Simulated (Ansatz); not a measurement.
## SnO: ideal shear of a crystal plane

Method: DFT PBEsol, scalar-relativistic, plane waves, PAW (Ansatz 0.2.0). Settings: plane waves to 420 eV, k-mesh 10×10×4 (Γ-centred), Gaussian smearing 0.15 eV. No spin polarisation. Energies are free energies at this smearing, counted from the undisturbed cell; pressure is positive in compression.

The starting cell (relaxed at this level):

```
Sn O
1.0
    -2.69046    2.69048    0.00000
    -2.69046   -2.69048    0.00000
     0.00000    0.00000    9.49482
Sn O
4 4
Direct
  0.00081 0.99919 0.37136
  0.99919 0.00081 0.87136
  0.49919 0.50081 0.62864
  0.50081 0.49919 0.12864
  0.99922 0.50078 0.75000
  0.00078 0.49922 0.25000
  0.49922 0.00078 0.75000
  0.50078 0.99922 0.25000
```

The cut lies on the cell's a–b face, a (0 0 1) plane (indices in the standard cell, whose axes needn't be the Cartesian ones shown) of area 14.48 Å², between layers 2.44 Å apart. Vector c is tilted by f times 1·a + 0·b (length 3.805 Å) with the atoms' Cartesian places fixed: one unrelaxed fault a cell. The traction is dγ/du, the slope of γ against the slip u in Å.

| f | γ (mJ/m²) | traction (GPa) |
| --- | --- | --- |
| 0.0000 | 0 | 0.0 |
| 0.1000 | 50 | 2.6 |
| 0.2000 | 192 | 4.9 |
| 0.3000 | 410 | 6.4 |
| 0.4000 | 658 | 6.2 |
| 0.6000 | 651 | -6.3 |
| 0.8000 | 186 | -4.8 |

Read off the first barrier and the stress needed to climb it, and compare with Frenkel's sinusoid.

The traction changes sign between f = 0.400 and 0.600, so by linear interpolation the first maximum lies at f = 0.500, a slip of 1.90 Å, with γ ≈ 774 mJ/m², which stands in for the unstable fault energy γ_us, and the steepest sampled slope before it is 6.4 GPa. A sinusoid γ = γ_us sin²(πu/λ) with its maximum there has λ = 3.80 Å and a largest slope πγ_us/λ = 6.4 GPa (1 mJ/m² per Å = 0.01 GPa).

Is there a metastable fault on this line?

Apart from points where γ returns to about zero, no local minimum shows among the samples, so at this sampling the line offers no fault for a dislocation to split on; a fault can still lie off the line.

The cut is rigid; relaxing the faces lowers these energies and usually the stresses.

No gap shows at this level, though a semilocal functional can close a small gap that the real compound has; without a gap these slopes depend on the k mesh and the smearing.

Cost: 7 runs of about 21 core-minutes in all, on AMD EPYC (Zen 3) (shared hosts).